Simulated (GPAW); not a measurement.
Crystal: Ti3Al.

```
Ti Al
1.0
     0.00000    3.23178    3.23178
     3.23178    0.00000    3.23178
     3.23178    3.23178    0.00000
Ti Al
3 1
Direct
  0.00000 0.00000 0.00000
  0.25000 0.25000 0.25000
  0.75000 0.75000 0.75000
  0.50000 0.50000 0.50000
```

The cell comes from a database or a generator and needn't be the stable form of this composition.

| Quantity | Value |
| --- | --- |
| Program | GPAW 26.7.0 |
| Task | relaxation of cell and atoms |
| Functional | PBEsol |
| Dispersion | D3(BJ)+ATM |
| Potentials or basis | PAW data sets generated in the run's folder for this functional |
| Cutoff | 600 eV |
| Basis | pw |
| k mesh | 7 × 7 × 7 |
| Occupations | fermi-dirac, width 0.05 eV |
| Spin | no spin polarisation |

At the start: pressure -9.3 GPa; volume 16.88 Å³/atom.

Q: How do energy, volume and symmetry change on relaxing?

A: Over 4 steps the energy falls by 35.9 meV/atom and the volume is 15.54 Å³/atom (-7.9 %); space group Fm-3m (No. 225, to 0.05 Å).

Step by step:
| step | energy change (eV) | largest force (eV/Å) | pressure (GPa) | volume (Å³) |
| --- | --- | --- | --- | --- |
| 1 | 0.0000 | 0.0000 | -9.28 | 67.51 |
| 2 | -0.0362 | 0.0000 | -8.27 | 66.80 |
| 3 | -0.1417 | 0.0000 | 0.75 | 61.80 |
| 4 | -0.1438 | 0.0000 | -0.05 | 62.18 |

Final structure:
```
CELL_PARAMETERS angstrom
0.00000 3.14439 3.14439
3.14439 0.00000 3.14439
3.14439 3.14439 0.00000
ATOMIC_POSITIONS crystal
Ti 0.00000 0.00000 0.00000
Ti 0.25000 0.25000 0.25000
Ti 0.75000 0.75000 0.75000
Al 0.50000 0.50000 0.50000
```

Caveat: later steps reuse the first step's grids; pairwise dispersion overbinds metals, which lowers pressure and volume.
